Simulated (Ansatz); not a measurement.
# Ni: a slab and its surfaces, (110), 5 layers

What do the surfaces of Ni (110), 5 layers cost, and how tightly do they hold an electron? The runs shown use LAPW. Companion runs by PAW are cited. Its runs: bulk in the slab's orientation (LAPW); the reference run (LAPW); atoms relaxed (LAPW); field of 0.2 V/Å along the normal (LAPW); no images along the normal (LAPW).

Program: Ansatz 0.2.0. Level of theory: DFT, PBEsol, all-electron LAPW, scalar-relativistic. These are calculated values, not measurements.

## (1) The system as given

Symmetry: Fm-3m, No. 225, cubic system. The conventional cell has a = 3.462 Å, b = 3.462 Å, c = 3.462 Å, α = 90.00°, β = 90.00°, γ = 90.00°. Ni (site symmetry m-3m) has 12 Ni at 2.45 Å as nearest neighbours.

As a file:

```cif
data_structure
_symmetry_space_group_name_H-M 'Fm-3m'
_symmetry_Int_Tables_number 225
_cell_length_a 3.4624
_cell_length_b 3.4624
_cell_length_c 3.4624
_cell_angle_alpha 90.000
_cell_angle_beta 90.000
_cell_angle_gamma 90.000
_cell_volume 41.51
loop_
_atom_site_label
_atom_site_type_symbol
_atom_site_symmetry_multiplicity
_atom_site_Wyckoff_symbol
_atom_site_fract_x
_atom_site_fract_y
_atom_site_fract_z
_atom_site_occupancy
Ni1 Ni 4 a 0.00000 0.00000 0.00000 1
```

The file gives the conventional cell by its symmetry; the runs use the cell typed in the input.

Atoms are numbered in the order of the input: Ni1, Ni2.

## (2) Bulk in the slab's orientation, LAPW

File input.yaml:

```yaml
crystal:
  lattice:
    - [-1.7312125197, 1.7312125197, 0.0]
    - [0.0, 0.0, 3.4624250394]
    - [1.7312125197, 1.7312125197, 0.0]
  atoms:
    - { symbol: Ni, position: [0.0, 0.0, 0.0], spin: 1.0 }
    - { symbol: Ni, position: [0.5, 0.5, 0.5], spin: 1.0 }
magnetization:
  spin_polarized: true
kpoints:
  mp_grid: { grid: [15, 11, 15] }
scf:
  occupations: { method: fermi_dirac, width: 0.05 }
hamiltonian:
  xc: pbesol
  pseudopotentials: { kind: all_electron, lapw: { basis_error: 0.001 } }
output:
  forces: true
  stress: true
  eigenvalues: true
```

On the command line:

```console
$ ansatz run input.yaml --threads 3 --pin off --max-ram 9216MiB --backend cpu --events-out ev --progress --plain --runs-dir out
```

Log, shortened:

```text
LAPW: plane waves up to 9.200 Å⁻¹, error target 1.0e-3 eV per atom; small_component_spin mean_spin; Ni in spheres of 1.224 Å, 18 of its electrons in bands, Dirac shells []
[...]
Pseudopotentials: kind: all_electron
Pseudopotential: Ni, LAPW, valence charge 18, Koelling and Harmon's equation, gaussian nucleus
Functional definition: PBEsol
[...]
Crystal: 2 atoms, lattice volume = 20.754 Å³
Basis set: ecut = 322.45230188943765 eV, 263 PW (Γ), exchange–correlation at level 2
Bands: 23, of which v1, the nominal top of the filled ones, is band 18 counted from 1 (17 counted from 0)
Symmetry: 32 space group operations
Space group: Fm-3m (ITA 225), of the structure as read, at distance tolerance 2.7e-5 Å
Magnetic group: BNS 225.116 (UNI 1618), of the structure as read, at distance tolerance 2.7e-5 Å
k-points: 216 of 2475
[...]
Starting moments: Σ|m| = 2 μB on 2 of 2 sites
[...]
SCF iter   1: F=—  HF=-82696.233735 eV  |F-HF|=—  |Δ(HF+E_count)|=         —  Δρ=1.81e-2 (↑1.77e-2 ↓1.81e-2)  dr2=3.42e-3  dr2_m=5.99e-2  M=1.300 μB ∫|m|=1.388 μB  β_m=0.30  ethr=9.56e-6  ⟨swp⟩=3.7  Hψ=80648  notcnv=0
[...]
the basis was enlarged: its passes take 1.8 MiB over the memory plan, 3 of 3 planned eigensolver slots
[...]
SCF iter   8: F=-82696.262500 eV  HF=-82696.262500 eV  |F-HF|=1.44e-9  |Δ(HF+E_count)|=   1.72e-8  Δρ=1.03e-6 (↑9.86e-7 ↓1.03e-6)  dr2=6.24e-12  dr2_m=1.88e-10  M=1.259 μB ∫|m|=1.420 μB  ethr=1.46e-12 (applied; sched 1.00e-12)  ⟨swp⟩=3.0  Hψ=31901  notcnv=0
[...]
SCF converged after 8 iterations
Magnetization: 1.2586 μB (18.6293 up, 17.3707 down)
Absolute magnetization: 1.4195 μB (∫|ρ↑−ρ↓|)
Spin contamination: 0.0113 ħ² per cell (⟨S²⟩ above its minimum at these occupations)
Per-site moments (μB) at R_I (Å): [(0.6516029529277159, 1.2241520941136255), (0.6516029529277159, 1.2241520941136255)]
Free energy (F): -82696.262500 eV
[...]
E sigma→0 (E₀):  -82696.249257 eV
Entropy (-TS):   -0.026487 eV (-13.244 meV/atom)
Fermi energy:    19.230948 eV
[...]
--- Forces (eV/Å), atoms counted from 1 ---
  atom   1  Ni    -0.00000000     0.00000000     0.00000000
  atom   2  Ni    -0.00000000    -0.00000000     0.00000000
[...]
--- Stress (GPa, compression-positive) ---
        0.196135      -0.000000      -0.000000
       -0.000000       0.196135      -0.000000
       -0.000000      -0.000000       0.141573
  P = ⅓ Tr σ = 0.1779 GPa (1.779 kbar)
--- Band table (eV; the first three rows and the last of 432) ---
  k-point 0 ↑: bands = ["-84.2156", "-84.1593", "-44.8389", "-44.6911", "-44.6911", "-44.5930", "-44.5930", "-44.5902", "9.7284", "14.2148", "14.7225", "16.6478", "16.6512", "16.6512", "17.9173", "17.9178", "18.6904", "18.7931", "18.7931", "21.5443", "28.7826", "34.3007", "34.3007"]
[...]
```

Wall time 50 s (3 threads of Intel Xeon Platinum 8488C (Sapphire Rapids), shared host); peak memory 0.99 GiB.

In short: pressure 0.18 GPa; no gap; spin moments Ni1 0.65 μB.

## (3) The slab

The slab cell holds 5 atoms: a = 2.448 Å, b = 3.462 Å, c = 20.897 Å, α = 90.00°, β = 90.00°, γ = 90.00°.

## (4) Slab as cut, LAPW

File input.yaml:

```yaml
crystal:
  lattice:
    - [2.4483042247, 0.0, 0.0]
    - [0.0, 3.4624250394, 0.0]
    - [0.0, 0.0, 20.8966]
  atoms:
    - { symbol: Ni, position: [0.0, 0.0, 0.3828371973], spin: 1.0 }
    - { symbol: Ni, position: [0.5, 0.5, 0.4414185985], spin: 1.0 }
    - { symbol: Ni, position: [0.0, 0.0, 0.5], spin: 1.0 }
    - { symbol: Ni, position: [0.5, 0.5, 0.5585814015], spin: 1.0 }
    - { symbol: Ni, position: [0.0, 0.0, 0.6171628027], spin: 1.0 }
magnetization:
  spin_polarized: true
kpoints:
  mp_grid: { grid: [15, 11, 1] }
scf:
  occupations: { method: fermi_dirac, width: 0.05 }
hamiltonian:
  xc: pbesol
  pseudopotentials: { kind: all_electron, lapw: { basis_error: 0.001 } }
output:
  forces: true
  stress: true
  eigenvalues: true
  populations: true
  dos: { projected: true, de: 0.2, e_range: [-14, 8] }
efield:
  axis: 3
  amplitude: 0
  dipole_correction: true
```

On the command line:

```console
$ ansatz run input.yaml --threads 3 --pin off --max-ram 9216MiB --backend cpu --events-out ev --progress --plain --runs-dir out
```

Log:

```text
Ni: projections on atomic orbitals take those of the free atom 1s2 2s2 2p6 3s2 3p6 3d8 4s2, of charge +0.00 (hamiltonian.pseudopotentials.projection_atoms)
LAPW: plane waves up to 9.200 Å⁻¹, error target 1.0e-3 eV per atom; small_component_spin mean_spin; Ni in spheres of 1.224 Å, 18 of its electrons in bands, Dirac shells []
Engine: ansatz 0.2.0
Pseudopotentials: kind: all_electron
Pseudopotential: Ni, LAPW, valence charge 18, Koelling and Harmon's equation, gaussian nucleus
Functional definition: PBEsol
  exchange = pbesol_x
  correlation = pbesol_c
Crystal: 5 atoms, lattice volume = 177.142 Å³
Basis set: ecut = 322.45025716227656 eV, 2325 PW (Γ), exchange–correlation at level 2
Bands: 57, of which v1, the nominal top of the filled ones, is band 45 counted from 1 (44 counted from 0)
Symmetry: 4 space group operations
k-points: 48 of 165
Non-local potential: Ni, projectors of the file, none
Initial density: superposition of atomic densities (neutral atoms: chi_scale 0, normalization atom)
Starting moments: Σ|m| = 5 μB on 5 of 5 sites
Initial wavefunctions: plane waves of lowest kinetic energy (no species holds an atomic orbital)
Functional: x = pbesol(κ = 0.804, μ = 0.12345679012345678), c = pbesol(β = 0.046)
iter 1 solved again at ethr=1.29e-2 eV; its pass at ethr=1.00e-1 eV (dr2=1.16e1 eV) is discarded
SCF iter   1: F=—  HF=-206739.324054 eV  |F-HF|=—  |Δ(HF+E_count)|=         —  Δρ=1.97e-2 (↑1.09e-2 ↓1.97e-2)  dr2=1.17e1  dr2_m=2.03e-1  M=3.191 μB ∫|m|=3.431 μB  β_m=0.83  ethr=1.29e-2  p=0.000 e·Å  D=1.78e-14 V/Å  ΔV_dip=-0.00 eV  dr2_dipole=8.18e-20  V_vac-E_F(+/−)=8.74/8.74 eV  ⟨swp⟩=2.0  Hψ=36159  notcnv=0
Mixer restart at iter 1: flushing history
efield: sawtooth ramp at fractional position 0.9500 (placed from the atoms, in the widest stretch of the axis that holds none; the zero of the levels goes with the place), width 0.1000; the density the first Hamiltonian is built on has a dipole p = 0.000 e·Å; the dipole correction subtracts the counter field D = 6.88e-14 V/Å, which shifts the + side's vacuum level by -0.00 eV against the − side's; the planar-averaged density in the ramp window peaks in size at 3.6e-7 e/Å³
preconditioner: auto → LDOS  [metal: Δε(μ)=0.001 eV  Ē_g=8.117 eV  σ=0.050 eV  W_gap=0.01  n_scr=38 (ndim 8)  ℏωp=19.7 eV  f_vac=0.620  D(μ)=12.41/eV (n_scr^D=142)]
spin=Collinear: LDOS preconditioning applied to the charge; magnetization (m = ρ↑ − ρ↓) channel mixes plain (no charge-response kernel on spin).
SCF iter   2: F=—  HF=-206738.162471 eV  |F-HF|=—  |Δ(HF+E_count)|=    1.16e0  Δρ=8.10e-3 (↑6.41e-3 ↓8.10e-3)  dr2=4.54e0  dr2_m=2.98e-3  M=3.314 μB ∫|m|=3.637 μB  β_m=0.33  ethr=1.29e-2  p=-0.000 e·Å  D=-5.41e-8 V/Å  ΔV_dip=0.00 eV  dr2_dipole=9.24e-13  V_vac-E_F(+/−)=7.35/7.35 eV  ⟨swp⟩=2.2  Hψ=16441  notcnv=0
density mixer auto → msr1: a metal under ldos (density of states about μ 3.52 of a free-electron gas's, 38 screened modes)
SCF iter   3: F=—  HF=-206737.755569 eV  |F-HF|=—  |Δ(HF+E_count)|=   4.07e-1  Δρ=6.24e-3 (↑6.24e-3 ↓3.76e-3)  dr2=1.34e0  dr2_m=1.33e-2  M=3.445 μB ∫|m|=3.804 μB  β_m=0.66  ethr=5.04e-3  p=-0.000 e·Å  D=-4.23e-8 V/Å  ΔV_dip=0.00 eV  dr2_dipole=3.17e-13  V_vac-E_F(+/−)=6.22/6.22 eV  ⟨swp⟩=2.3  Hψ=16450  notcnv=0  defer=2
iter 4 solved again at ethr=3.66e-5 eV; its pass at ethr=1.49e-3 eV (dr2=3.30e-2 eV) is discarded
SCF iter   4: F=—  HF=-206737.684289 eV  |F-HF|=—  |Δ(HF+E_count)|=   7.13e-2  Δρ=1.68e-3 (↑1.60e-3 ↓1.68e-3)  dr2=3.26e-2  dr2_m=1.16e-3  M=3.561 μB ∫|m|=3.941 μB  β_m=0.61  ethr=3.66e-5  p=0.000 e·Å  D=2.43e-8 V/Å  ΔV_dip=-0.00 eV  dr2_dipole=8.94e-13  V_vac-E_F(+/−)=4.92/4.92 eV  ⟨swp⟩=2.0  Hψ=28262  notcnv=0
SCF iter   5: F=—  HF=-206737.682382 eV  |F-HF|=—  |Δ(HF+E_count)|=         —  Δρ=1.32e-3 (↑9.12e-4 ↓1.32e-3)  dr2=7.50e-2  dr2_m=5.05e-4  M=3.577 μB ∫|m|=3.972 μB  β_m=0.58  ethr=3.63e-5  p=0.000 e·Å  D=3.08e-8 V/Å  ΔV_dip=-0.00 eV  dr2_dipole=6.81e-13  V_vac-E_F(+/−)=4.80/4.80 eV  ⟨swp⟩=3.0  Hψ=17122  notcnv=0
the basis was enlarged: its passes take 2.2 MiB over the memory plan, 3 of 3 planned eigensolver slots
SCF iter   6: F=—  HF=-206737.677442 eV  |F-HF|=—  |Δ(HF+E_count)|=   4.94e-3  Δρ=7.45e-4 (↑7.45e-4 ↓6.53e-4)  dr2=8.66e-3  dr2_m=5.92e-5  M=3.572 μB ∫|m|=3.984 μB  β_m=0.69  ethr=3.63e-5  p=0.000 e·Å  D=1.10e-8 V/Å  ΔV_dip=-0.00 eV  dr2_dipole=2.39e-15  V_vac-E_F(+/−)=4.56/4.56 eV  ⟨swp⟩=3.0  Hψ=16887  notcnv=0
SCF iter   7: F=—  HF=-206737.678988 eV  |F-HF|=—  |Δ(HF+E_count)|=   1.55e-3  Δρ=6.34e-4 (↑6.15e-4 ↓6.34e-4)  dr2=9.99e-3  dr2_m=2.50e-6  M=3.568 μB ∫|m|=3.984 μB  β_m=0.76  ethr=9.62e-6  p=0.000 e·Å  D=4.01e-9 V/Å  ΔV_dip=-0.00 eV  dr2_dipole=6.78e-14  V_vac-E_F(+/−)=4.60/4.60 eV  ⟨swp⟩=2.0  Hψ=15455  notcnv=0
SCF iter   8: F=—  HF=-206737.681059 eV  |F-HF|=—  |Δ(HF+E_count)|=   2.07e-3  Δρ=5.51e-4 (↑3.81e-4 ↓5.51e-4)  dr2=1.00e-2  dr2_m=1.55e-5  M=3.562 μB ∫|m|=3.979 μB  β_m=0.74  ethr=9.62e-6  p=-0.000 e·Å  D=-2.04e-9 V/Å  ΔV_dip=0.00 eV  dr2_dipole=6.00e-14  V_vac-E_F(+/−)=4.65/4.65 eV  ⟨swp⟩=2.0  Hψ=15538  notcnv=0
SCF iter   9: F=—  HF=-206737.681317 eV  |F-HF|=—  |Δ(HF+E_count)|=   2.58e-4  Δρ=1.88e-4 (↑1.61e-4 ↓1.88e-4)  dr2=4.14e-4  dr2_m=8.78e-6  M=3.569 μB ∫|m|=3.987 μB  β_m=0.79  ethr=9.62e-6  p=0.000 e·Å  D=4.68e-9 V/Å  ΔV_dip=-0.00 eV  dr2_dipole=3.63e-13  V_vac-E_F(+/−)=4.60/4.60 eV  ⟨swp⟩=2.0  Hψ=15614  notcnv=0
SCF iter  10: F=—  HF=-206737.681500 eV  |F-HF|=—  |Δ(HF+E_count)|=   1.83e-4  Δρ=6.78e-5 (↑5.44e-5 ↓6.78e-5)  dr2=1.21e-4  dr2_m=1.22e-6  M=3.566 μB ∫|m|=3.982 μB  β_m=0.72  ethr=4.60e-7  p=-0.000 e·Å  D=-4.45e-9 V/Å  ΔV_dip=0.00 eV  dr2_dipole=1.72e-12  V_vac-E_F(+/−)=4.66/4.66 eV  ⟨swp⟩=3.0  Hψ=17599  notcnv=0
SCF iter  11: F=—  HF=-206737.681490 eV  |F-HF|=—  |Δ(HF+E_count)|=   1.03e-5  Δρ=3.13e-5 (↑2.95e-5 ↓3.13e-5)  dr2=1.43e-5  dr2_m=1.07e-7  M=3.567 μB ∫|m|=3.984 μB  β_m=0.86  ethr=1.34e-7  p=0.000 e·Å  D=4.30e-9 V/Å  ΔV_dip=-0.00 eV  dr2_dipole=7.86e-13  V_vac-E_F(+/−)=4.64/4.64 eV  ⟨swp⟩=2.9  Hψ=15639  notcnv=0
SCF iter  12: F=—  HF=-206737.681496 eV  |F-HF|=—  |Δ(HF+E_count)|=   6.17e-6  Δρ=2.36e-5 (↑2.36e-5 ↓2.19e-5)  dr2=9.49e-6  dr2_m=1.89e-8  M=3.567 μB ∫|m|=3.983 μB  β_m=0.80  ethr=1.59e-8  p=-0.000 e·Å  D=-2.17e-8 V/Å  ΔV_dip=0.00 eV  dr2_dipole=7.30e-12  V_vac-E_F(+/−)=4.65/4.65 eV  ⟨swp⟩=2.4  Hψ=15521  notcnv=0
SCF iter  13: F=—  HF=-206737.681498 eV  |F-HF|=—  |Δ(HF+E_count)|=   1.53e-6  Δρ=1.56e-5 (↑1.56e-5 ↓1.45e-5)  dr2=2.83e-6  dr2_m=8.78e-9  M=3.568 μB ∫|m|=3.983 μB  β_m=0.90  ethr=1.05e-8  p=0.000 e·Å  D=5.71e-8 V/Å  ΔV_dip=-0.00 eV  dr2_dipole=1.90e-11  V_vac-E_F(+/−)=4.65/4.65 eV  ⟨swp⟩=2.0  Hψ=15457  notcnv=0
SCF iter  14: F=—  HF=-206737.681499 eV  |F-HF|=—  |Δ(HF+E_count)|=   1.49e-6  Δρ=1.31e-5 (↑1.17e-5 ↓1.31e-5)  dr2=4.53e-6  dr2_m=7.58e-9  M=3.568 μB ∫|m|=3.983 μB  β_m=0.74  ethr=3.15e-9  p=-0.000 e·Å  D=-1.21e-7 V/Å  ΔV_dip=0.00 eV  dr2_dipole=7.53e-11  V_vac-E_F(+/−)=4.65/4.65 eV  ⟨swp⟩=3.0  Hψ=15712  notcnv=0
SCF iter  15: F=—  HF=-206737.681500 eV  |F-HF|=—  |Δ(HF+E_count)|=   3.67e-7  Δρ=4.79e-6 (↑4.62e-6 ↓4.79e-6)  dr2=4.33e-7  dr2_m=4.03e-9  M=3.568 μB ∫|m|=3.983 μB  β_m=0.68  ethr=3.15e-9  p=0.000 e·Å  D=1.14e-7 V/Å  ΔV_dip=-0.00 eV  dr2_dipole=1.99e-10  V_vac-E_F(+/−)=4.65/4.65 eV  ⟨swp⟩=3.0  Hψ=15592  notcnv=0
SCF iter  16: F=—  HF=-206737.681500 eV  |F-HF|=—  |Δ(HF+E_count)|=   7.58e-8  Δρ=2.41e-6 (↑2.12e-6 ↓2.41e-6)  dr2=7.61e-8  dr2_m=9.77e-10  M=3.568 μB ∫|m|=3.983 μB  β_m=0.58  ethr=4.82e-10  p=-0.000 e·Å  D=-1.09e-7 V/Å  ΔV_dip=0.00 eV  dr2_dipole=6.07e-11  V_vac-E_F(+/−)=4.65/4.65 eV  ⟨swp⟩=3.0  Hψ=16217  notcnv=0
SCF iter  17: F=—  HF=-206737.681500 eV  |F-HF|=—  |Δ(HF+E_count)|=   1.83e-8  Δρ=5.42e-7 (↑5.42e-7 ↓4.75e-7)  dr2=2.31e-9  dr2_m=1.69e-10  M=3.568 μB ∫|m|=3.983 μB  β_m=0.79  ethr=8.45e-11  p=0.000 e·Å  D=1.18e-8 V/Å  ΔV_dip=-0.00 eV  dr2_dipole=3.26e-13  V_vac-E_F(+/−)=4.65/4.65 eV  ⟨swp⟩=2.8  Hψ=15629  notcnv=0
SCF iter  18: F=-206737.681500 eV  HF=-206737.681500 eV  |F-HF|=1.66e-8  |Δ(HF+E_count)|=   7.25e-9  Δρ=9.04e-7 (↑2.63e-7 ↓9.04e-7)  dr2=9.36e-9  dr2_m=2.55e-10  M=3.568 μB ∫|m|=3.983 μB  ethr=4.09e-12 (applied; sched 2.57e-12)  p=-0.000 e·Å  D=-5.18e-8 V/Å  ΔV_dip=0.00 eV  dr2_dipole=2.62e-11  V_vac-E_F(+/−)=4.65/4.65 eV  ⟨swp⟩=3.0  Hψ=16928  notcnv=0
SCF 1 converged in 18 iterations: F = -206737.681500 eV  dr2 = 9.36e-9
SCF converged after 18 iterations
Magnetization: 3.5675 μB (46.7838 up, 43.2162 down)
Absolute magnetization: 3.9834 μB (∫|ρ↑−ρ↓|)
Spin contamination: 0.0440 ħ² per cell (⟨S²⟩ above its minimum at these occupations)
Per-site moments (μB) at R_I (Å): [(0.7997715592287165, 1.2241520931026488), (0.6679991733701769, 1.2241520931026488), (0.7233525289202216, 1.2241520931026488), (0.6679996099963823, 1.2241520931026488), (0.799772757546183, 1.2241520931026488)]
Free energy (F): -206737.681500 eV
Harris-Foulkes:  -206737.681500 eV  (|F-HF|=1.66e-8)
Internal energy: -206737.607049 eV  (E = F + TS)
E sigma→0 (E₀):  -206737.644274 eV
Entropy (-TS):   -0.074451 eV (-14.890 meV/atom)
Fermi energy:    2.404218 eV
Dipole field:    D = -0.000000 V/Å  (p = -0.000000 e·Å, saw-weighted, corrected)
Work function:   Φ+ = 4.6474 eV   Φ− = 4.6474 eV
Levels:          The Fermi level and band energies are counted from a zero that moves with the ramp; work functions are not
--- Per-component energies (eV) ---
  E_band       = -2820.918519
  E_kinetic    = 210017.200032
  E_xc         = -8473.385512
  E_efield     = 0.000000  (sawtooth field / dipole correction)
  E_electrostatic = -408281.421569  (all electrons and nuclei)
  E_smearing   = -0.074451  (= −TS)
  E_closure    = 0.000000  (closes the sum)
  E_atoms      = -206701.727222  (free atoms, spherical and without spin; not in F)
  Σ components = -206737.681500   (vs F -206737.681500, Δ=0.00e0)
  Basis errors (estimates in eV, not in F): energy 3.4e-4 per atom: plane waves 2.9e-4 (1.7e-4 summed), levels above the bands 3.7e-76, relativity 1.7e-8, radial functions 4.8e-5, core shells 1.2e-9; eigenvalues (radial functions only) 6.5e-7; not estimated: angular momenta, meshes, grids; target (lapw.basis_error) 1.0e-3; muffin-tin radii Ni 1.224 Å
--- Forces (eV/Å), atoms counted from 1 ---
  atom   1  Ni     0.00000000     0.00000000     0.75586363
  atom   2  Ni     0.00000000     0.00000000    -0.63587637
  atom   3  Ni     0.00000000     0.00000000    -0.00000339
  atom   4  Ni     0.00000000     0.00000000     0.63587152
  atom   5  Ni     0.00000000     0.00000000    -0.75583711
  max |Σ_I F_I| component: 1.83e-5 eV/Å
--- Stress (GPa, compression-positive) ---
       -2.875495       0.000000       0.000000
        0.000000      -3.219252       0.000000
        0.000000       0.000000      -1.937915
  P = ⅓ Tr σ = -2.6776 GPa (-26.776 kbar)
--- Band table (eV; the first three rows and the last of 96) ---
  k-point 0 ↑: bands = ["-101.1129", "-100.9442", "-100.9396", "-100.6329", "-100.6328", "-61.7174", "-61.6644", "-61.5344", "-61.5101", "-61.4647", "-61.4531", "-61.4426", "-61.4184", "-61.3464", "-61.2389", "-61.2388", "-61.1201", "-61.1201", "-61.0751", "-61.0703", "-6.2253", "-4.0526", "-2.2435", "-1.9989", "-1.5046", "-1.4056", "-0.8402", "-0.5907", "-0.5299", "-0.3168", "-0.0149", "0.0209", "0.0447", "0.1554", "0.5661", "0.6086", "0.7655", "0.8299", "1.0897", "1.1610", "1.1625", "1.2159", "1.4530", "1.6120", "1.6736", "1.7133", "1.7693", "1.9068", "3.6061", "5.9661", "6.1782", "7.1408", "7.1905", "8.7575", "9.1709", "9.2231", "11.6622"]
  k-point 1 ↑: bands = ["-101.1127", "-100.9444", "-100.9396", "-100.6329", "-100.6329", "-61.7195", "-61.6627", "-61.5334", "-61.5076", "-61.4704", "-61.4529", "-61.4435", "-61.4149", "-61.3474", "-61.2391", "-61.2390", "-61.1204", "-61.1201", "-61.0747", "-61.0701", "-6.1177", "-3.9711", "-2.2221", "-2.0126", "-1.5086", "-1.4456", "-0.8051", "-0.5532", "-0.4202", "-0.2836", "0.0097", "0.0139", "0.0324", "0.1666", "0.4547", "0.5641", "0.7454", "0.8841", "1.0808", "1.1328", "1.2279", "1.2297", "1.4611", "1.5713", "1.6679", "1.7304", "1.7952", "1.8883", "3.6457", "5.5327", "6.0474", "7.2330", "7.2814", "8.2816", "8.8207", "9.2988", "11.3174"]
  k-point 2 ↑: bands = ["-101.1122", "-100.9448", "-100.9394", "-100.6330", "-100.6330", "-61.7248", "-61.6580", "-61.5303", "-61.5010", "-61.4830", "-61.4522", "-61.4459", "-61.4087", "-61.3501", "-61.2397", "-61.2396", "-61.1211", "-61.1199", "-61.0735", "-61.0695", "-5.7997", "-3.7379", "-2.1760", "-2.0671", "-1.5535", "-1.4754", "-0.6892", "-0.4574", "-0.2625", "-0.2124", "0.0628", "0.0646", "0.0865", "0.2056", "0.3030", "0.4510", "0.6077", "0.9860", "1.0375", "1.1347", "1.2272", "1.2802", "1.4844", "1.5208", "1.6662", "1.7853", "1.8392", "1.8466", "3.7671", "4.2602", "6.1741", "6.6436", "7.5256", "7.5556", "8.8504", "9.5905", "10.1672"]
  k-point 47 ↓: bands = ["-100.1770", "-100.0835", "-100.0763", "-99.6548", "-99.6547", "-60.8424", "-60.8149", "-60.7511", "-60.7344", "-60.6607", "-60.6596", "-60.6345", "-60.6172", "-60.5489", "-60.3731", "-60.3730", "-60.1943", "-60.1942", "-60.1583", "-60.1539", "-1.8206", "-1.6718", "-0.9337", "-0.7757", "-0.7314", "-0.1868", "-0.0201", "0.0494", "0.0912", "0.2553", "0.3535", "0.5153", "0.8613", "0.8909", "0.9433", "1.6311", "1.7947", "1.8340", "1.9644", "2.2052", "2.4861", "2.6207", "2.6564", "2.6597", "2.7760", "3.4173", "3.9524", "6.0508", "6.8257", "8.6504", "9.0433", "9.4147", "9.6832", "10.5587", "10.6142", "10.9325", "11.1717"]
--- Löwdin populations: 5 sites ---
  site symbol       q [e]    m [muB]
     0     Ni     27.7889     0.8208
     1     Ni     27.7940     0.6730
     2     Ni     27.7742     0.7321
     3     Ni     27.7940     0.6730
     4     Ni     27.7889     0.8208
  spilling = 0.007573 (of n_electrons = 140.000000)
```

It took 5.8 min on 3 threads of Intel Xeon Platinum 8488C (Sapphire Rapids), shared host; peak memory 1.6 GiB.

Read from it: no gap; largest force 0.756 eV/Å; spin moments Ni1 0.80, Ni2 0.67, Ni3 0.72 μB; work function 4.65 eV.

(Part 1 of 2 ends here.)
